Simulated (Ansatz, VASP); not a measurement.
**KF (Carobbiite): VASP beside Ansatz**

Wanted: the spread between two codes on one cell, functional and k mesh.

Main program and level: Ansatz 0.2.0; plane waves, with VASP 6.6.1 beside it; relaxation of cell and atoms at PBE with D3(BJ).

## (1) Starting point

The structure is cubic, space group Fm-3m (No. 225). Conventional cell: a = 5.344 Å, b = 5.344 Å, c = 5.344 Å, α = 90.00°, β = 90.00°, γ = 90.00°. Nearest to K lie 6 F at 2.67 Å. F has 6 K at 2.67 Å nearest. Farther neighbours and most contacts between anions are not listed.

## (2) VASP: relaxation of cell and atoms, PBE with D3(BJ)

The relaxed volume is the usual yardstick between codes: its relative difference is about their pressure difference at one cell divided by the bulk modulus.

Lines of VASP's logs that name or quote its potential files are left out, and so is its time.

Input file INCAR:

```
SYSTEM = KF
PREC = Accurate
ENCUT = 560
EDIFF = 1E-06
NELM = 100
ISMEAR = -1
SIGMA = 0.05
LREAL = .FALSE.
ALGO = Normal
GGA = PE
IVDW = 12
NBANDS = 14
LORBIT = 11
LWAVE = .FALSE.
LCHARG = .FALSE.
KPAR = 2
IBRION = 2
NSW = 60
ISIF = 3
EDIFFG = -0.01
```

Input file POSCAR:

```
KF
1.0
    0.0000000000      2.6718500000      2.6718500000
    2.6718500000      0.0000000000      2.6718500000
    2.6718500000      2.6718500000      0.0000000000
K F
1 1
Direct
    0.0000000000      0.0000000000      0.0000000000
    0.5000000000      0.5000000000      0.5000000000
```

Input file KPOINTS:

```
Automatic mesh
0
Gamma
7 7 7
0 0 0
```

Potentials, in the order of the species: K_sv and F (PBE family, release 64).

Started as:

```sh
mpirun -np 2 vasp_std
```

Numbers of over 12 decimals in the logs are rounded to 6 here.

The program printed:

```text
[banner, memory and clock lines left out]
running    2 mpi-ranks, on    1 nodes
 distrk:  each k-point on    1 cores,    2 groups
 distr:  one band on    1 cores,    1 groups

 POSCAR found type information on POSCAR K F
 POSCAR found :  2 types and       2 ions
 LDA part: xc-table for (Slater+PW92), standard interpolation
 POSCAR, INCAR and KPOINTS ok, starting setup
 FFT: planning ... GRIDC
 FFT: planning ... GRID_SOFT
 FFT: planning ... GRID
 WAVECAR not read
 entering main loop
       N       E                     dE             d eps       ncg     rms          rms(c)
DAV:   1     0.115245114185E+03    0.11525E+03   -0.86656E+03   560   0.118E+03
DAV:   2    -0.479401680619E+01   -0.12004E+03   -0.11152E+03   728   0.300E+02
DAV:   3    -0.941561110329E+01   -0.46216E+01   -0.45972E+01   698   0.539E+01
DAV:   4    -0.955264519502E+01   -0.13703E+00   -0.13699E+00   772   0.818E+00
DAV:   5    -0.955355178239E+01   -0.90659E-03   -0.90653E-03   686   0.825E-01    0.633E+00
DAV:   6    -0.831788839655E+01    0.12357E+01   -0.36866E+00   608   0.159E+01    0.396E+00
DAV:   7    -0.829221935446E+01    0.25669E-01   -0.97815E-02   682   0.246E+00    0.229E+00
DAV:   8    -0.828854406848E+01    0.36753E-02   -0.58068E-02   620   0.247E+00    0.228E-01
DAV:   9    -0.828998433293E+01   -0.14403E-02   -0.66416E-03   740   0.653E-01    0.128E-01
DAV:  10    -0.829043029752E+01   -0.44596E-03   -0.70525E-04   628   0.227E-01    0.620E-02
DAV:  11    -0.829059205543E+01   -0.16176E-03   -0.19323E-04   572   0.111E-01    0.225E-02
DAV:  12    -0.829057981731E+01    0.12238E-04   -0.37050E-05   686   0.511E-02    0.458E-03
DAV:  13    -0.829058058814E+01   -0.77083E-06   -0.47452E-06   596   0.191E-02
   1 F= -.86070305E+01 E0= -.86070305E+01  d E =-.860703E+01
 curvature:   0.00 expect dE= 0.000E+00 dE for cont linesearch  0.000E+00
 trial: gam= 0.00000 g(F)=  0.480E-59 g(S)=  0.320E-04 ort = 0.000E+00 (trialstep = 0.100E+01)
 search vector abs. value=  0.320E-04
 bond charge predicted
       N       E                     dE             d eps       ncg     rms          rms(c)
DAV:   1    -0.829145044837E+01   -0.87063E-03   -0.67272E-03   698   0.826E-01    0.144E-01
DAV:   2    -0.829113609218E+01    0.31436E-03   -0.11763E-03   662   0.309E-01    0.375E-02
DAV:   3    -0.829110281268E+01    0.33280E-04   -0.64315E-05   942   0.762E-02    0.245E-02
DAV:   4    -0.829109727266E+01    0.55400E-05   -0.18124E-05  1060   0.306E-02    0.199E-02
DAV:   5    -0.829109634980E+01    0.92286E-06   -0.19060E-06   894   0.644E-03
   2 F= -.86070660E+01 E0= -.86070660E+01  d E =-.355454E-04
 ZBRENT: can't locate minimum, use default step
 trial-energy change:   -0.000036  1 .order   -0.000030   -0.000032   -0.000028
 step:   4.0000(harm=  7.9716)  dis= 0.00000  next Energy=    -8.607158 (dE=-0.127E-03)
 reached required accuracy - stopping structural energy minimisation
```

From OUTCAR (step 2):

```text
ion  position               nearest neighbor table
   1  0.000  0.000  0.000-   2 2.67   2 2.67   2 2.67   2 2.67   2 2.67   2 2.67
   2  0.500  0.500  0.500-   1 2.67   1 2.67   1 2.67   1 2.67   1 2.67   1 2.67

  LATTYP: Found a face centered cubic cell.
 ALAT       =     5.3437000000

 Subroutine GETGRP returns: Found 48 space group operations
 (whereof 48 operations were pure point group operations)

The static configuration has the point symmetry O_h .

 Found     20 irreducible k-points:

   k-points           NKPTS =     20   k-points in BZ     NKDIM =     20   number of bands    NBANDS=     14

   dimension x,y,z NGX =    30 NGY =   30 NGZ =   30
   dimension x,y,z NGXF=    60 NGYF=   60 NGZF=   60

   ENCUT  =  560.0 eV  41.16 Ry    6.42 a.u.   7.29  7.29  7.29*2*pi/ulx,y,z

   NELECT =      16.0000    total number of electrons

 k-points in reciprocal lattice and weights: Automatic mesh
   0.00000000  0.00000000  0.00000000       0.003
   0.14285714  0.00000000  0.00000000       0.023
   0.28571429  0.00000000  0.00000000       0.023
   0.42857143  0.00000000  0.00000000       0.023
   0.14285714  0.14285714  0.00000000       0.017
   0.28571429  0.14285714  0.00000000       0.070
   0.42857143  0.14285714  0.00000000       0.070
  -0.42857143  0.14285714  0.00000000       0.070
  -0.28571429  0.14285714  0.00000000       0.070
[...]
-0.42857143  0.42857143  0.14285714       0.070
  -0.28571429  0.42857143  0.14285714       0.070

 Edisp (eV)   -0.31645

 average (electrostatic) potential at core
       1 -36.1009       2 -77.9542

 E-fermi :  -1.6680

 k-point     1 :       0.0000    0.0000    0.0000
  band No.  band energies     occupation
    ...
      4     -12.2025      2.00000
      5     -12.2025      2.00000
      6      -2.8091      2.00000
      7      -2.8091      2.00000
      8      -2.8091      2.00000
      9       3.3486      0.00000
     10       7.8662      0.00000
     11       7.8662      0.00000
     12       7.8662      0.00000
     13       9.5361      0.00000
    ...

 k-point     2 :       0.1429    0.0000    0.0000
  band No.  band energies     occupation
    ...
      4     -12.2095      2.00000
      5     -12.2095      2.00000
      6      -2.9867      2.00000
      7      -2.8765      2.00000
      8      -2.8765      2.00000
      9       3.9056      0.00000
     10       7.5611      0.00000
     11       8.1362      0.00000
     12       8.1362      0.00000
     13       9.7236      0.00000
    ...

 k-point     3 :       0.2857    0.0000    0.0000
  band No.  band energies     occupation
    ...
      4     -12.2250      2.00000
      5     -12.2250      2.00000
      6      -3.3295      2.00000
      7      -3.0237      2.00000
      8      -3.0237      2.00000
      9       5.2108      0.00000
     10       7.2405      0.00000
     11       8.7530      0.00000
     12       8.7530      0.00000
     13      10.3174      0.00000
    ...

 Edisp (eV)   -0.31597

  Total       0.01838     0.01838     0.01838     0.00000    -0.00000    -0.00000
  in kB       0.77087     0.77087     0.77087     0.00000    -0.00000    -0.00000
  external pressure =        0.77 kB  Pullay stress =        0.00 kB

  energy-cutoff  :      560.00
  volume of cell :       38.21
      direct lattice vectors                 reciprocal lattice vectors
     0.000000000  2.673204640  2.673204640    -0.187041423  0.187041423  0.187041423
     2.673204640  0.000000000  2.673204640     0.187041423 -0.187041423  0.187041423
     2.673204640  2.673204640 -0.000000000     0.187041423  0.187041423 -0.187041423

 POSITION                                       TOTAL-FORCE (eV/Angst)
 -----------------------------------------------------------------------------------
      5.34641      2.67320      2.67320         0.000000      0.000000      0.000000
      2.67320      2.67320      2.67320        -0.000000     -0.000000     -0.000000
 -----------------------------------------------------------------------------------
    total drift:                                0.000000      0.000000      0.000000

  FREE ENERGIE OF THE ION-ELECTRON SYSTEM (eV)
  ---------------------------------------------------
  free  energy   TOTEN  =        -8.6070659986 eV

  energy  without entropy=       -8.6070659985  energy(sigma->0) =       -8.60706600

 reached required accuracy - stopping structural energy minimisation

 total charge
# of ion       s       p       d       tot
------------------------------------------
    1        1.958   5.594   0.033   7.585
    2        1.727   4.354   0.000   6.081
--------------------------------------------------
tot          3.686   9.948   0.033  13.666

[... 3 further parts left out ...]
```

## (3) Ansatz: relaxation of cell and atoms, PBE with D3(BJ)

Ansatz runs on its default PAW (the set named soft_2) files.

The same cell, functional, mesh and smearing now go to Ansatz, which takes its cutoff from its data sets.

Input file input.yaml:

```yaml
crystal:
  lattice:
    - [0.0, 2.67185, 2.67185]
    - [2.67185, 0.0, 2.67185]
    - [2.67185, 2.67185, 0.0]
  atoms:
    - { symbol: K, position: [0.0, 0.0, 0.0] }
    - { symbol: F, position: [0.5, 0.5, 0.5] }
hamiltonian:
  xc: pbe
  pseudopotentials: { kind: paw }
  dispersion: d3bj
kpoints:
  mp_grid: { grid: [7, 7, 7] }
scf:
  occupations: { method: fermi_dirac, width: 0.05 }
relax:
  f_tol: 0.01
  max_steps: 60
  cell: { stress_tol: 0.05 }
output:
  forces: true
  stress: true
  write_density: true
  write_potential: true
  elf: true
  volumetric_format: npy
```

Started as:

```sh
ansatz run input.yaml --threads 4 --pin off --max-ram 9216MiB --backend cpu --events-out ev --progress --plain --runs-dir out
```

The program printed:

```text
Engine: ansatz 0.2.0, aarch64-unknown-linux-gnu
Pseudopotentials: kind: paw
Pseudopotential: K, paw, valence charge 9, recommended cutoff 420 eV (normal), K.paw.azcp
Pseudopotential: F, paw, valence charge 7, recommended cutoff 420 eV (normal), F.paw.azcp
Functional definition: PBE
  parameter kappa = 0.804
  parameter beta = 0.066725
  exchange = pbe_x(kappa = kappa, mu = beta*pi^2/3)
  correlation = pbe_c(beta = beta)
Crystal: 2 atoms, lattice volume = 38.148 Å³
Basis set: ecut = 420 eV, 725 PW (Γ), exchange–correlation on 54×54×54 points (8 copies of the dense FFT grid, shifted against one another)
Bands: 12, of which v1, the nominal top of the filled ones, is band 8 counted from 1 (7 counted from 0)
Symmetry: 48 space group operations
Space group: Fm-3m (ITA 225), of the structure as read, at distance tolerance 3.4e-5 Å
k-points: 20 of 343
Non-local potential: K, projectors of the file, l = 0: 3, l = 1: 2, l = 2: 2
Non-local potential: F, projectors of the file, l = 0: 2, l = 1: 2, l = 2: 1
PAW form: soft (Blöchl's): semilocal exchange-correlation on the pseudo side does not see the compensation charge
PAW one-centre angular grid: K, 110 points (default); XC on 64 Gauss nodes
PAW one-centre angular grid: F, 110 points (default); XC on 64 Gauss nodes
Initial density: superposition of atomic densities (neutral atoms: chi_scale 0, normalization atom), corrected by the library's trained network
Initial wavefunctions: pseudopotential atomic-orbital guess
Functional: x = pbe(κ = 0.804, μ = 0.219515), c = pbe(β = 0.066725)
SCF iter   1: F=—  HF=-2349.112672 eV  |F-HF|=—  |Δ(HF+E_count)|=         —  Δρ=6.94e-4  dr2=9.10e-5  ethr=1.77e-3  ⟨swp⟩=5.7  Hψ=1529  notcnv=0
preconditioner: auto → none  [insulator: Δε(μ)=6.179 eV  Ē_g=17.602 eV  σ=0.050 eV  W_gap=1.00  n_scr=14 (ndim 8)  ℏωp=22.5 eV  f_vac=0.122  D(μ)=0.00/eV (n_scr^D=0)  ε∞_Penn≈2.6]
SCF iter   2: F=—  HF=-2349.112600 eV  |F-HF|=—  |Δ(HF+E_count)|=   7.23e-5  Δρ=1.11e-3  dr2=3.56e-4  ethr=5.69e-7  ⟨swp⟩=2.2  Hψ=568  notcnv=0
SCF iter   3: F=—  HF=-2349.112538 eV  |F-HF|=—  |Δ(HF+E_count)|=   6.20e-5  Δρ=4.57e-4  dr2=6.82e-5  ethr=5.69e-7  ⟨swp⟩=2.0  Hψ=380  notcnv=0
SCF iter   4: F=—  HF=-2349.112559 eV  |F-HF|=—  |Δ(HF+E_count)|=   2.14e-5  Δρ=2.06e-4  dr2=1.09e-5  ethr=4.26e-7  ⟨swp⟩=2.0  Hψ=380  notcnv=0
SCF iter   5: F=—  HF=-2349.112561 eV  |F-HF|=—  |Δ(HF+E_count)|=   2.25e-6  Δρ=1.53e-4  dr2=6.69e-6  ethr=6.78e-8  ⟨swp⟩=1.0  Hψ=240  notcnv=0
SCF iter   6: F=—  HF=-2349.112560 eV  |F-HF|=—  |Δ(HF+E_count)|=   1.17e-6  Δρ=7.85e-5  dr2=1.83e-6  ethr=4.18e-8  ⟨swp⟩=1.0  Hψ=240  notcnv=0
SCF iter   7: F=-2349.112560 eV  HF=-2349.112560 eV  |F-HF|=3.18e-8  |Δ(HF+E_count)|=   4.49e-7  Δρ=1.11e-5  dr2=3.75e-8  ethr=6.25e-10  ⟨swp⟩=5.8  Hψ=1271  notcnv=0
SCF 1 converged in 7 iterations: F = -2349.112560 eV  dr2 = 3.75e-8
  greatest PAW one-centre occupation: 0.988 electrons in one spin orbital (limit 2), on the K atom at site 0 (counted from 0), in its partial waves of l = 0
relax step   1: F+E_penalty+E_count = -2349.11255974 eV  Δ(F+E_penalty+E_count) = +0.000e0 eV  max|allowed force component| = 2.176e-29 eV/Å  Δτ_max = 0.0000 Å  P = +0.052 GPa  Ω = 38.148 Å³  (7 SCF iters, dr2 threshold 1.00e-7 eV, accepted)
[...]
relax step   2: F+E_penalty+E_count = -2349.11245384 eV  Δ(F+E_penalty+E_count) = +1.059e-4 eV  max|allowed force component| = 1.675e-29 eV/Å  Δτ_max = 0.0000 Å  P = -0.004 GPa  Ω = 38.207 Å³  energy of the carried Pulay correction = -1.150e-4 eV  (4 SCF iters, dr2 threshold 6.87e-9 eV, accepted)
[...]
relax step   3: F+E_penalty+E_count = -2349.11252527 eV  Δ(F+E_penalty+E_count) = -7.142e-5 eV  max|allowed force component| = 1.397e-29 eV/Å  Δτ_max = 0.0000 Å  P = +0.002 GPa  Ω = 38.207 Å³  stress off target by 1.78e-3 GPa  SCF on the basis re-selected at this cell (its energy is not comparable with the rows above)  (6 SCF iters)
basis re-selected at this cell: Δ(F+E_penalty+E_count) = -7.142e-5 eV, ΔP = +0.006 GPa vs the last step (what re-selecting the basis moved, of the pressure what is left beyond the Pulay correction that the steps carried, after the strain that the cell walked since its last selection, with what the two solves' SCF thresholds leave and, on support functions, any second-order correction that the steps lacked; it is no m [...]
SCF converged after 6 iterations
Free energy (F): -2349.112525 eV
Harris-Foulkes:  -2349.112525 eV  (|F-HF|=2.73e-12)
Internal energy: -2349.112525 eV  (E = F + TS)
E sigma→0 (E₀):  -2349.112525 eV
Fermi energy:    4.635399 eV
--- Per-component energies (eV) ---
  E_band       = -125.368581
  E_kinetic    = 462.321126
  E_local      = -1111.877399  (includes V_loc(G=0)·N_el)
  E_nonlocal   = 85.947663
  E_hartree    = 401.014856
  E_xc         = -216.466406
  E_vxc        = -269.085213  (∫ρ·V_xc dr)
  E_paw        = -982.193760  (= ΣΔE_a)
  E_vpaw       = -94.706480  (= ΣTr[D̂ρ^β])
  E_aug_tail   = 0.002065  (compensation charges beyond the density's cutoff)
  E_ewald      = -987.544611
  E_disp       = -0.316060  (pairwise vdW)
  E_smearing   = -0.000000  (= −TS)
  E_closure    = -0.000000  (closes the sum)
  Σ components = -2349.112525   (vs F -2349.112525, Δ=0.00e0)
--- Forces (eV/Å), atoms counted from 1 ---
  atom   1  K     -0.00000000     0.00000000    -0.00000000
  atom   2  F      0.00000000    -0.00000000     0.00000000
  max |Σ_I F_I| component: 2.68e-29 eV/Å
--- Stress (GPa, compression-positive) ---
        0.001777      -0.000000      -0.000000
       -0.000000       0.001777       0.000000
       -0.000000       0.000000       0.001777
  P = ⅓ Tr σ = 0.0018 GPa (0.018 kbar)
--- Band table (eV; the first three rows and the last of 20) ---
  k-point 0: bands = [... 4 lower, -7.9289, 1.4506, 1.4506, 1.4506, 7.6239, 12.1215, 12.1215, 12.1215]
  k-point 1: bands = [... 4 lower, -7.9359, 1.2737, 1.3831, 1.3831, 8.1798, 11.8195, 12.3862, 12.3862]
  k-point 2: bands = [... 4 lower, -7.9513, 0.9318, 1.2354, 1.2354, 9.4825, 11.5021, 12.9890, 12.9890]
  k-point 19: bands = [... 4 lower, -8.0229, 1.0384, 1.2602, 1.2742, 10.8495, 11.5622, 12.6730, 14.8369]
--- Relaxed structure (2 steps of the walk, 2 accepted, 1 SCFs on fresh bases) ---
  F+E_penalty+E_count = -2349.11252527 eV   max|allowed force component| = 1.397e-29 eV/Å   (the final SCF, on the basis selected at the relaxed cell)
  cell:  # Å, volume = 38.2075 Å³
    - [0, 2.673250, 2.673250]
    - [2.673250, 0, 2.673250]
    - [2.673250, 2.673250, 0.0]
  atoms:
    - { symbol: K, position: [0, 0, 0] }
    - { symbol: F, position: [0.5, 0.5, 0.5] }
```

Elapsed: 0.9 s, on 4 threads of Arm Neoverse V1, shared host; peak memory 0.29 GiB.

## (4) Comparison

Known differences besides the potentials themselves: both relaxations stop at a tolerance, which leaves soft axes loose, and VASP keeps its plane-wave basis; the cutoff is 420 eV in Ansatz and 560 eV in VASP; VASP leaves aspherical gradient terms in its spheres out (LASPH is not set), Ansatz keeps them; Ansatz adds a Pulay correction to the stress that steers its cell, VASP none. Total energies have different zeros and are not compared.

Compared:

```tsv
quantity	Ansatz	VASP	difference
volume (Å³)	38.21	38.21	+0.01 %
edge a after relaxation, in the typed setting (Å)	3.780	3.780	+0.00 %
```

The walks stopped with 0.00 GPa left in Ansatz and 0.08 GPa in VASP; each walk ends within a tolerance, so the volume difference is uncertain by about these residues over the bulk modulus, most in soft cells.

## (5) Results

```yaml
difference_in_volume_relaxation_of_cell_and_atoms_pbe_with_d3_bj: 0.0051 %
```

What this shows: The difference in volume is 0.0051 % (relaxation of cell and atoms, PBE with D3(BJ)), within the 1.2 % picked in this series as the mark of a large difference, as far as the stopping tolerances let one tell. Such differences can come from data sets, numerical settings and the points named under the comparisons, not from the functional's error against experiment.

[Lines on the potential files, build, host, timing and source positions are cut from VASP's logs without a mark.]

[Logs are printed without paths, hosts, clocks, repeated set-up lines and the standing remarks that a program may print on its own settings, such as how far it seeks lower states.]

[Hosts, paths, dates, database ids (printed as entryN), source tags and the programs' standing remarks are cut or masked in the printed files.]
